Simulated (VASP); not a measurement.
# Fe (Fmmm) in VASP: equation of state

Aim: energy against volume of Fe in PBE, for its equilibrium volume and stiffness.

Everything below comes from runs of VASP 6.6.1. Logs are shortened: lines on timing, memory, paths and dates and some standing lists are left out, and cuts for length are marked.

## 1. Starting point

Symmetry: Fmmm, No. 69, orthorhombic system. Conventional cell: a = 2.997 Å, b = 3.883 Å, c = 3.930 Å, α = 90.00°, β = 90.00°, γ = 90.00°. Fe (site symmetry mmm) has 12 Fe at 2.45 to 2.76 Å as nearest neighbours.

## 2. Equation of state, PBE, collinear spin, ferromagnetic start, 10.75 Å³/atom (volume scaled by 0.94)

INCAR reads:

```
ALGO     = Normal         # electronic algorithm
EDIFF    = 1E-7           # SCF threshold, eV
ENCUT    = 520            # plane-wave cutoff, eV
GGA      = PE             # functional
ISIF     = 2              # what is computed and relaxed
ISMEAR   = -1             # smearing method
ISPIN    = 2              # spin polarisation
LASPH    = True           # aspherical terms in the spheres
LCHARG   = False          # write CHGCAR
LMAXMIX  = 4              # l up to which the mixer works
LORBIT   = 11             # projections on sites
LREAL    = False          # projectors in reciprocal space
LWAVE    = False          # write WAVECAR
MAGMOM   = 3              # initial moments
NBANDS   = 14             # bands
NELM     = 100            # most SCF steps
PREC     = Accurate       # precision mode
SIGMA    = 0.05           # smearing width, eV
```

KPOINTS reads:

```
k-points
0
Gamma
  13 13 13
```

POSCAR reads:

```
Fe
1.0
    0.0000000000      1.9021012277      1.9249897192
    1.4678507246      0.0000000000      1.9249897192
    1.4678507246      1.9021012277      0.0000000000
Fe
1
Direct
    0.0000000000      0.0000000000      0.0000000000
```

Potentials or basis: VASP PAW PBE potentials, release 64 (Fe).

On the command line:

```bash
$ cat potpaw_PBE.64/Fe/POTCAR > POTCAR
$ mpirun -np 1 vasp_std > vasp.out
```

OUTCAR:

```text
EDIFF = 1E-7
   ENCUT = 520
   GGA = PE
   ISIF = 2
   ISMEAR = -1
   ISPIN = 2
   LASPH = True
   LORBIT = 11
   LREAL = False
   NELM = 100
   PREC = Accurate

 ion  position               nearest neighbor table
   1  0.000  0.000  0.000-

  LATTYP: Found a face centered orthorhombic cell.
 ALAT       =     2.9357014492
 B/A-ratio  =     1.2958410524
 C/A-ratio  =     1.3114342535

  Lattice vectors:

 A1 = (   0.0000000000,   1.9021012277,   1.9249897192)
 A2 = (   1.4678507246,   0.0000000000,   1.9249897192)
 A3 = (   1.4678507246,   1.9021012277,   0.0000000000)

Analysis of symmetry for initial positions (statically):
=====================================================================
 Subroutine PRICEL returns:
 Original cell was already a primitive cell.

 Routine SETGRP: Setting up the symmetry group for a
 face centered orthorhombic supercell.

 Subroutine GETGRP returns: Found  8 space group operations
 (whereof  8 operations were pure point group operations)
 out of a pool of  8 trial point group operations.

The static configuration has the point symmetry D_2h.

Analysis of symmetry for dynamics (positions and initial velocities):
=====================================================================
 Subroutine PRICEL returns:
 Original cell was already a primitive cell.

 Routine SETGRP: Setting up the symmetry group for a
 face centered orthorhombic supercell.

 Subroutine GETGRP returns: Found  8 space group operations
 (whereof  8 operations were pure point group operations)
 out of a pool of  8 trial point group operations.

The dynamic configuration has the point symmetry D_2h.

Analysis of structural, dynamic, and magnetic symmetry:
=====================================================================
 Subroutine PRICEL returns:
 Original cell was already a primitive cell.

 Routine SETGRP: Setting up the symmetry group for a
 face centered orthorhombic supercell.

 Subroutine GETGRP returns: Found  8 space group operations
 (whereof  8 operations were pure point group operations)
 out of a pool of  8 trial point group operations.

The overall configuration has the point symmetry D_2h.

 Subroutine INISYM returns: Found  8 space group operations
 (whereof  8 operations are pure point group operations),
 and found     1 'primitive' translations

----------------------------------------------------------------------------------------

                                     Primitive cell

  volume of cell :      10.7491

  direct lattice vectors                    reciprocal lattice vectors
     0.000000000  1.902101228  1.924989719    -0.340634093  0.262867187  0.259741647
     1.467850725  0.000000000  1.924989719     0.340634093 -0.262867187  0.259741647
[... 161 lines left out ...]
 fundamental gap:      0.0050294765
 Fermi energy:         6.4826778983

 spin component 1

 k-point     1 :       0.0000    0.0000    0.0000
  band No.  band energies     occupation
      1      -2.3531      1.00000
      2       3.8602      1.00000
      3       3.9626      1.00000
      4       4.3395      1.00000
      5       5.0832      1.00000
      6       5.5030      1.00000
      7      30.8469      0.00000
      8      32.4072      0.00000
      9      32.6942      0.00000
     10      36.9891      0.00000
     11      38.0097      0.00000
     12      38.7981      0.00000
     13      39.1442      0.00000
     14      39.2466      0.00000
[... 651 lines left out ...]
      3       4.1395      1.00000
      4       5.4425      1.00000
      5       5.9864      0.99995
      6       8.0117      0.00000
      7      17.8671      0.00000
      8      21.2557      0.00000
      9      26.3889      0.00000
     10      31.6216      0.00000
     11      38.2604      0.00000
     12      40.4047      0.00000
     13      48.0363      0.00000
     14      50.1041      0.00000

 [... further k-points ...]

 spin component 2

 k-point     1 :       0.0000    0.0000    0.0000
  band No.  band energies     occupation
      1      -2.1729      1.00000
      2       5.5639      1.00000
      3       5.7178      1.00000
      4       6.2529      0.99001
      5       7.6289      0.00000
      6       8.2761      0.00000
      7      30.6018      0.00000
      8      32.2234      0.00000
      9      32.5454      0.00000
     10      37.3737      0.00000
     11      38.0689      0.00000
     12      39.7562      0.00000
     13      39.8551      0.00000
     14      39.8580      0.00000
[... 651 lines left out ...]
      3       5.4319      1.00000
      4       7.8994      0.00000
      5       8.4986      0.00000
      6       9.6580      0.00000
      7      18.7868      0.00000
      8      21.8402      0.00000
      9      26.8766      0.00000
     10      31.9420      0.00000
     11      38.7490      0.00000
     12      40.6448      0.00000
     13      48.3279      0.00000
     14      50.7449      0.00000

 [... further k-points ...]

------------------------ aborting loop because EDIFF is reached ----------------------------------------

 total charge

# of ion       s       p       d       tot
------------------------------------------
    1        0.512   0.593   6.285   7.390

 magnetization (x)

# of ion       s       p       d       tot
------------------------------------------
    1       -0.014  -0.055   2.135   2.067

  FORCE on cell =-STRESS in cart. coord.  units (eV):
  Direction    XX          YY          ZZ          XY          YZ          ZX
  --------------------------------------------------------------------------------------
  -------------------------------------------------------------------------------------
  Total        0.3017799      1.1193705      0.9715774      0.0000000      0.0000000      0.0000000
  in kB       44.9807856    166.8439638    144.8151640      0.0000000      0.0000000      0.0000000
  external PRESSURE =     118.8799712 kB  Pullay stress =       0.0000000 kB

 VOLUME and BASIS-vectors are now :
 -----------------------------------------------------------------------------
  energy-cutoff  :      520.00
  volume of cell :       10.75
      direct lattice vectors                 reciprocal lattice vectors
     0.000000000  1.902101228  1.924989719    -0.340634093  0.262867187  0.259741647
     1.467850725  0.000000000  1.924989719     0.340634093 -0.262867187  0.259741647
     1.467850725  1.902101228  0.000000000     0.340634093  0.262867187 -0.259741647

 POSITION                                       TOTAL-FORCE (eV/Angst)
 -----------------------------------------------------------------------------------
      0.00000      0.00000      0.00000         0.000000      0.000000      0.000000
 -----------------------------------------------------------------------------------
    total drift:                                0.000000     -0.000000      0.000000

  FREE ENERGIE OF THE ION-ELECTRON SYSTEM (eV)
  ---------------------------------------------------
  free  energy   TOTEN  =        -8.2049012086 eV

  energy  without entropy=       -8.1967348547  energy(sigma->0) =       -8.20081803

 total charge

# of ion       s       p       d       tot
------------------------------------------
    1        0.512   0.593   6.285   7.390

 magnetization (x)

# of ion       s       p       d       tot
------------------------------------------
    1       -0.014  -0.055   2.135   2.067
```

stdout:

```text
POSCAR found type information on POSCAR Fe
 POSCAR found :  1 types and       1 ions
 scaLAPACK will be used
 LDA part: xc-table for (Slater+PW92), standard interpolation
 POSCAR, INCAR and KPOINTS ok, starting setup
 FFT: planning ... GRIDC
 FFT: planning ... GRID_SOFT
 FFT: planning ... GRID
 WAVECAR not read
 entering main loop
```

It took 1.8 min on 1 thread of Intel Xeon Platinum 8375C at 2.90GHz (Ice Lake), shared host; peak memory 0.19 GiB.

What came out:

- Free energy: -8.2049 eV
- Pressure: 11.9 GPa
- Band gap on the k mesh: none (metal or under the smearing width)
- Net moment: 2.08 μB per cell
- Site moments: Fe +2.07 μB
- Valence electrons inside the program's atomic spheres: Fe 7.39

## 3. Equation of state, PBE, collinear spin, ferromagnetic start, 10.98 Å³/atom (volume scaled by 0.96)

INCAR reads:

```
SYSTEM = Fe
  ALGO = Normal
  EDIFF = 1E-7
  ENCUT = 520
  GGA = PE
  ISIF = 2
  ISMEAR = -1
  ISPIN = 2
  LASPH = .TRUE.
  LCHARG = .FALSE.
  LMAXMIX = 4
  LORBIT = 11
  LREAL = .FALSE.
  LWAVE = .FALSE.
  MAGMOM = 3
  NBANDS = 14
  NELM = 100
  PREC = Accurate
  SIGMA = 0.05
```

KPOINTS reads:

```
k-points
0
G
  13 13 13
  0 0 0
```

POSCAR reads:

```
Fe
1.0
    0.0000000000      1.9154967481      1.9385464314
    1.4781880421      0.0000000000      1.9385464314
    1.4781880421      1.9154967481      0.0000000000
Fe
1
Direct
    0.0000000000      0.0000000000      0.0000000000
```

Potentials or basis: VASP PAW PBE potentials, release 64 (Fe).

On the command line:

```bash
$ cat potpaw_PBE.64/Fe/POTCAR > POTCAR
$ mpirun -np 1 vasp_std > vasp.out
```

Wall time 2.2 min (1 thread of Intel Xeon Platinum 8375C at 2.90GHz (Ice Lake), shared host); peak memory 0.19 GiB.

It converged, with:

- Free energy: -8.2182 eV
- Pressure: 6.9 GPa
- Band gap on the k mesh: none (metal or under the smearing width)
- Net moment: 2.11 μB per cell
- Site moments: Fe +2.10 μB
- Valence electrons inside the program's atomic spheres: Fe 7.34

## 4. Equation of state, PBE, collinear spin, ferromagnetic start, 11.21 Å³/atom (volume scaled by 0.98)

INCAR reads:

```
SYSTEM = Fe
  PREC = Accurate
  ENCUT = 520
  EDIFF = 1E-7
  ISMEAR = -1
  SIGMA = 0.05
  LREAL = .FALSE.
  LASPH = .TRUE.
  NELM = 100
  ALGO = Normal
  ISIF = 2
  LWAVE = .FALSE.
  LCHARG = .FALSE.
  ISPIN = 2
  MAGMOM = 3
  LORBIT = 11
  LMAXMIX = 4
  GGA = PE
  NBANDS = 14
```

KPOINTS reads:

```
regular mesh
0
G
  13 13 13
  0 0 0
```

POSCAR reads:

```
Fe
1.0
    0.0000000000      1.9287074879      1.9519161397
    1.4883827645      0.0000000000      1.9519161397
    1.4883827645      1.9287074879      0.0000000000
Fe
1
Direct
    0.0000000000      0.0000000000      0.0000000000
```

On the command line:

```bash
$ cat potpaw_PBE.64/Fe/POTCAR > POTCAR
$ mpirun -np 1 vasp_std > vasp.out
```

Run time: 91 s. Hardware: 1 thread of Intel Xeon Platinum 8375C at 2.90GHz (Ice Lake), shared host; peak memory 0.19 GiB.

The run converged. Its results:

```yaml
Free_energy: -8.2249 eV
Pressure: 2.6 GPa
Band_gap_on_the_k_mesh: none (metal or under the smearing width)
Net_moment: 2.15 μB per cell
Site_moments: Fe +2.14 μB
Valence_electrons_inside_the_program's_atomic_spheres: Fe 7.30
```

## 5. Equation of state, PBE, collinear spin, ferromagnetic start, 11.66 Å³/atom (volume scaled by 1.02)

INCAR reads:

```
SYSTEM = Fe
PREC = Accurate
ENCUT = 520
EDIFF = 1E-7
ISMEAR = -1
SIGMA = 0.05
LREAL = .False.
LASPH = .True.
NELM = 100
ALGO = Normal
ISIF = 2
LWAVE = .False.
LCHARG = .False.
ISPIN = 2
MAGMOM = 3
LORBIT = 11
LMAXMIX = 4
GGA = PE
NBANDS = 14
```

KPOINTS reads:

```
regular mesh
0
Gamma
  13 13 13
  0 0 0
```

POSCAR reads:

```
Fe
1.0
    0.0000000000      1.9545992686      1.9781194830
    1.5083634409      0.0000000000      1.9781194830
    1.5083634409      1.9545992686      0.0000000000
Fe
1
Direct
    0.0000000000      0.0000000000      0.0000000000
```

On the command line:

```bash
$ cat potpaw_PBE.64/Fe/POTCAR > POTCAR
$ mpirun -np 1 vasp_std > vasp.out
```

Run time: 2.1 min. Hardware: 1 thread of Intel Xeon Platinum 8375C at 2.90GHz (Ice Lake), shared host; peak memory 0.2 GiB.

Results (log left out):

```
Free energy                                           : -8.2223 eV
Pressure                                              : -4.0 GPa
Band gap on the k mesh                                : none (metal or under the smearing width)
Net moment                                            : 2.25 μB per cell
Site moments                                          : Fe +2.25 μB
Valence electrons inside the program's atomic spheres : Fe 7.22
```

## 6. Equation of state, PBE, collinear spin, ferromagnetic start, 11.89 Å³/atom (volume scaled by 1.04)

INCAR reads:

```
PREC     = Accurate       # precision mode
ENCUT    = 520            # plane-wave cutoff, eV
EDIFF    = 1E-7           # SCF threshold, eV
ISMEAR   = -1             # smearing method
SIGMA    = 0.05           # smearing width, eV
LREAL    = F              # projectors in reciprocal space
LASPH    = T              # aspherical terms in the spheres
NELM     = 100            # most SCF steps
ALGO     = Normal         # electronic algorithm
ISIF     = 2              # what is computed and relaxed
LWAVE    = F              # write WAVECAR
LCHARG   = F              # write CHGCAR
ISPIN    = 2              # spin polarisation
MAGMOM   = 3              # initial moments
LORBIT   = 11             # projections on sites
LMAXMIX  = 4              # l up to which the mixer works
GGA      = PE             # functional
NBANDS   = 14             # bands
```

KPOINTS reads:

```
regular mesh
0
Gamma
  13 13 13
```

POSCAR reads:

```
Fe
1.0
    0.0000000000      1.9672918273      1.9909647747
    1.5181582831      0.0000000000      1.9909647747
    1.5181582831      1.9672918273      0.0000000000
Fe
1
Direct
    0.0000000000      0.0000000000      0.0000000000
```

Potentials or basis: VASP PAW PBE potentials, release 64 (Fe).

On the command line:

```bash
$ cat potpaw_PBE.64/Fe/POTCAR > POTCAR
$ mpirun -np 1 vasp_std > vasp.out
```

It took 2.2 min on 1 thread of Intel Xeon Platinum 8375C at 2.90GHz (Ice Lake), shared host; peak memory 0.2 GiB.

The run converged. Its results:

- Free energy: -8.2146 eV
- Pressure: -6.7 GPa
- Band gap on the k mesh: none (metal or under the smearing width)
- Net moment: 2.30 μB per cell
- Site moments: Fe +2.30 μB
- Valence electrons inside the program's atomic spheres: Fe 7.18

## 7. Equation of state, PBE, collinear spin, ferromagnetic start, 12.12 Å³/atom (volume scaled by 1.06)

INCAR is that of step 6.

KPOINTS is that of step 6.

POSCAR reads:

```
Fe
1.0
    0.0000000000      1.9798226863      2.0036464209
    1.5278283418      0.0000000000      2.0036464209
    1.5278283418      1.9798226863      0.0000000000
Fe
1
Direct
    0.0000000000      0.0000000000      0.0000000000
```

On the command line:

```bash
$ cat potpaw_PBE.64/Fe/POTCAR > POTCAR
$ mpirun -np 1 vasp_std > vasp.out
```

It took 2.9 min on 1 thread of Intel Xeon Platinum 8375C at 2.90GHz (Ice Lake), shared host; peak memory 0.21 GiB.

Results (log left out):

| Item | Value |
| --- | --- |
| Free energy | -8.2033 eV |
| Pressure | -9.1 GPa |
| Band gap on the k mesh | none (metal or under the smearing width) |
| Net moment | 2.34 μB per cell |
| Site moments | Fe +2.35 μB |
| Valence electrons inside the program's atomic spheres | Fe 7.14 |

## 8. Equation of state, PBE, collinear spin, ferromagnetic start

This step only gathers the single runs of the series.

What came out:

| Quantity | Value |
| --- | --- |
| Equilibrium volume | 11.37 Å³/atom |
| Bulk modulus at fixed shape and positions | 175 GPa |
| Pressure derivative of the bulk modulus | 6.8 (rough: it moves with the points fitted) |

Energy against volume, from the lowest point:
```
volume (Å³/atom)  energy (meV/atom)
          10.749              21.08
          10.978               7.75
          11.207               1.06
          11.435               0.00
          11.664               3.66
          11.893              11.34
          12.121              22.72
```

Caveat: the cell was scaled at fixed shape and fractional positions, which overstates the stiffness of a crystal with free parameters, most of all of layers and chains.
